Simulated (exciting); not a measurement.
An input for exciting (release sodium) (Ti):

File input.xml:

```xml
<input>
  <title>Ti</title>
  <structure speciespath="./" tshift="false">
    <crystal scale="1.0">
      <basevect>0.000000000000 4.567374830600 0.000000000000</basevect>
      <basevect>-3.955462631900 -2.283687415300 0.000000000000</basevect>
      <basevect>0.000000000000 0.000000000000 2.826244270000</basevect>
    </crystal>
    <species speciesfile="Ti.xml" rmt="2">
      <atom coord="0.666666666700 0.333333333300 0.500000000000" bfcmt="0 0 -8"/>
      <atom coord="0.333333333300 0.666666666700 0.500000000000" bfcmt="0 0 8"/>
      <atom coord="0.000000000000 0.000000000000 0.000000000000" bfcmt="0 0 -8"/>
    </species>
  </structure>
  <groundstate do="fromscratch" ngridk="3 3 5" rgkmax="8" gmaxvr="14" lmaxapw="10" lmaxmat="10" lmaxvr="8" xctype="GGA_PBE_SOL" stype="Fermi Dirac" swidth="0.00367493" nempty="36" ValenceRelativity="iora*" epsengy="1e-05" epspot="1e-05" maxscl="75" outputlevel="normal">
    <spin reducebf="0.5"/>
  </groundstate>
  <properties>
    <dos nwdos="300" winddos="-0.3 0.3" inttype="tetra" ngrdos="100" nsmdos="0" lmirep="true"/>
    <TSvdW/>
  </properties>
</input>
```

Potentials or basis: all-electron LAPW+lo, shipped species files, valence relativity iora*.

Run with:

```bash
$ OMP_NUM_THREADS=1 exciting_smp
```

Task: Does this run start?

Result: The run stopped without a result. It printed:

Output:

```text
Error(checkmt): muffin-tin spheres overlap between
                   species    1 atom    1 and
                   species    1 atom    3

   Sum of muffin-tin radii :    4.0000
   Distance between atoms  :    2.9917

   Please check, and possibly reduce, the input (or default) values
   of the attribute ''rmt'' inside the element ''species''
   for species    1 and    1

   See link:
```
